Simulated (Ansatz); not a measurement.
**AlAs from a semilocal functional to hybrids**

```cif
data_structure
_symmetry_space_group_name_H-M 'F-43m'
_symmetry_Int_Tables_number 216
_cell_length_a 5.6608
_cell_length_b 5.6608
_cell_length_c 5.6608
_cell_angle_alpha 90.000
_cell_angle_beta 90.000
_cell_angle_gamma 90.000
_cell_volume 181.40
loop_
_atom_site_label
_atom_site_type_symbol
_atom_site_symmetry_multiplicity
_atom_site_Wyckoff_symbol
_atom_site_fract_x
_atom_site_fract_y
_atom_site_fract_z
_atom_site_occupancy
Al1 Al 4 a 0.00000 0.00000 0.00000 1
As1 As 4 c 0.25000 0.25000 0.25000 1
```

All runs: Ansatz, plane waves and PAW, scalar-relativistic (no spin–orbit coupling), 4×4×4 k-mesh, Gaussian smearing of 0.05 eV, no spin polarisation. Semilocal reference PBE: gap 1.42 eV, pressure 2.9 GPa. The hybrids carry no U.

Q: What gap and pressure does HSE06-type hybrid with an exact-exchange fraction of 0.15 give at this geometry?

A: Gap 1.82 eV, pressure 1.8 GPa.

Q: And the other functionals?

A: 
| functional | gap | pressure (GPa) | cutoff (eV) | core-seconds |
| --- | --- | --- | --- | --- |
| HSE06-type hybrid with an exact-exchange fraction of 0.15 and a screening parameter of 0.5 Å⁻¹ | 1.59 eV | 2.3 | 420 | 15 |
| HSE06-type hybrid with a screening parameter of 0.4 Å⁻¹ | 1.80 eV | 1.6 | 420 | 15 |
| HSE06-type hybrid with an exact-exchange fraction of 0.15 | 1.82 eV | 1.8 | 420 | 15 |
| PBE0-type hybrid with an exact-exchange fraction of 0.1 | 1.95 eV | 2.1 | 420 | 14 |
| PBE0-type hybrid with an exact-exchange fraction taken as 1/ε∞ | 1.99 eV | 2.1 | 420 | 36 |
| PBE0-type hybrid with an exact-exchange fraction of 0.4 | 3.61 eV | 0.1 | 420 | 17 |
| PBE0-type hybrid with an exact-exchange fraction of 0.5 | 4.18 eV | -0.5 | 420 | 17 |

In the PBE0 form the gap grows almost linearly with the exact-exchange fraction, by 0.55 eV for each tenth. The dielectric-dependent PBE0 form takes the fraction 0.108 = 1/ε∞, that is ε∞ = 9.3. On shared hosts the hybrid runs at the reference's cutoff took roughly 12 to 31 times the core time of the semilocal one on the same mesh, with some more bands. Measured gap: 2.15 eV (indirect; 300 K; a printed reference work (textbook)); 3.03 eV (direct; 300 K; a printed reference work (textbook)).

Caveats: core times come from shared hosts and scatter; gaps are read on a coarse mesh; stress loosely converged.

Exact exchange opens the gap of AlAs because it lowers the occupied, mainly As 4p valence states relative to the empty conduction states, which a semilocal potential places too close together. Its range matters as well as its amount: the PBE0 form with a fraction of 0.1 gives a wider gap than the screened hybrid with 0.15, yet also a higher pressure. This suggests that long-range exchange mainly separates filled from empty levels, while the tendency to contract the lattice depends more on the short-range part.

Against the measured indirect gap of 2.15 eV, the dielectric-dependent hybrid comes closest at 1.99 eV, as expected where electronic screening leaves only a weak long-range exchange. Fractions of 0.4 and 0.5 underscreen the exchange and overshoot even the direct gap, so their small pressures don't make them better descriptions of the electronic structure. Spin–orbit coupling would raise the valence-band top and slightly widen the remaining shortfall of the dielectric-dependent form.
